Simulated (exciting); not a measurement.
Wanted: the native input for an exciting (release sodium) run.

```
Task                                     : single point
Functional                               : PBEsol
Potentials or basis                      : all-electron LAPW+lo, shipped species files, valence relativity iora*
rgkmax                                   : 8.5
k mesh                                   : 9 × 9 × 9
Occupations                              : gaussian, width 0.1 eV
Spin                                     : no spin polarisation
outputlevel                              : high
gmaxvr (cutoff of density and potential) : 14 1/bohr
lmaxapw (and lmaxmat)                    : 10
lmaxvr                                   : 8
nempty                                   : 10
Valence relativity                       : iora*
epsengy                                  : 1e-05 Ha
epspot                                   : 1e-05 Ha
maxscl                                   : 60
Muffin-tin radii                         : Zn 2.0, S 1.9 bohr
```

ZnS:

```
Zn S
1.0
     0.00000    2.70200    2.70200
     2.70200    0.00000    2.70200
     2.70200    2.70200    0.00000
Zn S
1 1
Direct
  0.25000 0.25000 0.25000
  0.00000 0.00000 0.00000
```

One way to write it, as run:

input.xml

```xml
<input>
  <title>ZnS</title>
  <structure speciespath="./" tshift="false">
    <crystal scale="1">
      <basevect>0.000000000000 5.106039988739 5.106039988739</basevect>
      <basevect>5.106039988739 0.000000000000 5.106039988739</basevect>
      <basevect>5.106039988739 5.106039988739 0.000000000000</basevect>
    </crystal>
    <species speciesfile="Zn.xml" rmt="2">
      <atom coord="0.250000000000 0.250000000000 0.250000000000"/>
    </species>
    <species speciesfile="S.xml" rmt="1.9">
      <atom coord="0.000000000000 0.000000000000 0.000000000000"/>
    </species>
  </structure>
  <groundstate do="fromscratch" ngridk="9 9 9" rgkmax="8.5" gmaxvr="14" lmaxapw="10" lmaxmat="10" lmaxvr="8" xctype="GGA_PBE_SOL" stype="Gaussian" swidth="0.00367493" nempty="10" ValenceRelativity="iora*" epsengy="1e-05" epspot="1e-05" maxscl="60" tforce="true" outputlevel="high"/>
</input>
```

Potentials or basis: all-electron LAPW+lo, shipped species files, valence relativity iora*.

Run with:

```bash
$ OMP_NUM_THREADS=1 exciting_smp
```

Results of the run:

```json
{"Band gap on the k mesh": "1.97 eV, direct", "All electrons inside the program's atomic spheres": "Zn 28.12; S 13.57 (radii Zn 2.0, S 1.9 bohr)"}
```

Run time: 3.2 min on 1 thread of Arm Neoverse V1, with other jobs on the host, peak memory 0.14 GiB.
